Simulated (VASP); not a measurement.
Here is a VASP 6.6.1 calculation.

INCAR

```
  ALGO = Normal
  EDIFF = 1E-6
  ENCUT = 520
  GGA = PE
  ISIF = 2
  ISMEAR = -1
  IVDW = 12
  LASPH = True
  LCHARG = True
  LELF = True
  LREAL = Auto
  LVHAR = True
  LWAVE = False
  NBANDS = 66
  NELM = 60
  PREC = Accurate
  SIGMA = 0.05
```

KPOINTS

```
k-points
0
Gamma
  1 1 1
```

POSCAR

```
H4CO
1.0
    7.3803230000      0.0000000000      0.0000000000
    0.0000000000      7.3803230000      0.0000000000
    0.0000000000      0.0000000000      7.3803230000
C O H
6 6 24
Direct
    0.5830503624      0.3979771617      0.3301752511
    0.7019340481      0.2237977931      0.8822107108
   -0.0206359532      0.8465483150      0.3884789324
    0.4112150647      0.6856881467      0.7478940962
    0.2090152423      0.2481463210      0.0723681064
    0.9421674363      0.6767454487      0.9648629200
    0.5774679509      0.2164539411      0.3675855379
    0.5478892997      0.2308977534      0.7576497668
    0.0424236175      0.6662445533      0.3917172731
    0.3098915860      0.5490545603      0.6808916087
    0.2855837068      0.0713654402      0.0511224238
    0.9410428243      0.5937138524      0.7862528510
    0.6294439959      0.4491808827      0.1937584575
    0.5793106887      0.2197600295      0.5073084200
    0.4461728843      0.4699252323      0.3747396964
    0.6795502040      0.4655487300      0.4354416467
    0.7855482748      0.3658647460      0.8615341090
    0.4462541816      0.1965632127      0.8337439974
    0.6852816604      0.2021591738      1.0259171584
    0.7939760902      0.1150627147      0.8281209373
   -0.0727068449      0.8746229670      0.2587420632
   -0.0595908878      0.6302569684      0.4655351805
   -0.1167293085      0.8570627600      0.5034603499
    0.0938847798      0.9548227090      0.4364307633
    0.3508925016      0.8022413111      0.6930319987
    0.3794820362      0.4338563502      0.6998203195
    0.4102259481      0.6955251146      0.9004212959
    0.5568861959      0.6876392808      0.6911757114
    0.2865863730      0.3383320757      0.0004606844
    0.3689811408      0.0654036415      0.1561991257
    0.0689671712      0.2482276182      0.0401608439
    0.2213995241      0.2882258676      0.2191096514
    0.8078643712      0.7387888037      0.9668411532
    1.0547912334      0.5505043614      0.7342090583
    0.9602696251      0.5772647078      1.0717417110
    1.0438703022      0.8029458873      0.9750250768
```

Potentials or basis: VASP PAW PBE potentials, release 64 (C, O, H).

Run with:

```bash
$ cat potpaw_PBE.64/C/POTCAR potpaw_PBE.64/O/POTCAR potpaw_PBE.64/H/POTCAR > POTCAR
$ mpirun -np 1 vasp_gam > vasp.out
```

(1) Estimate the dispersion energy per atom.

(2) What does it give for the largest force?

(3) Estimate the band gap on the k mesh.

Results:

(1) -0.034 eV.

(2) 4.979 eV/Å.

(3) 4.59 eV, direct.
